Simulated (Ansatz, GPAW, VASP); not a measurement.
# ScAl3: 3 runs at one level of theory

```
Sc Al
1.0
     4.08781    0.00000    0.00000
     0.00000    4.08781    0.00000
     0.00000    0.00000    4.08781
Sc Al
1 3
Direct
  0.00000 0.00000 0.00000
  0.50000 0.50000 0.00000
  0.00000 0.50000 0.50000
  0.50000 0.00000 0.50000
```

The cell is a database's computed one, not the measured one.

Alike in all runs: task single point; functional PBE; k mesh 7 × 7 × 7; occupations gaussian, width 0.012 eV; no spin polarisation; no spin-orbit coupling. Pressure is positive in compression and, in plane waves, holds the error of the finite cutoff, which Ansatz's Pulay term estimates and takes out.

| program and potentials | plane-wave cutoff (eV) | notes | pressure (GPa) |
| --- | --- | --- | --- |
| Ansatz, Ansatz PAW | 420 | Pulay term of +0.06 GPa included | 1.11 |
| VASP, PBE PAW files Al, Sc_sv, 520 eV | 520 | - | 1.16 |
| GPAW, GPAW PAW data sets (gpaw-data 1.2.1) | 600 | - | 1.12 |

The pressure spans 1.11 (Ansatz, Ansatz PAW) to 1.16 GPa (VASP, PBE PAW files Al, Sc_sv, 520 eV).

Differences between rows come from potentials, basis sets and numerical settings, since the functional is the same but for its coding. Runs on potential files found faulty are left out.
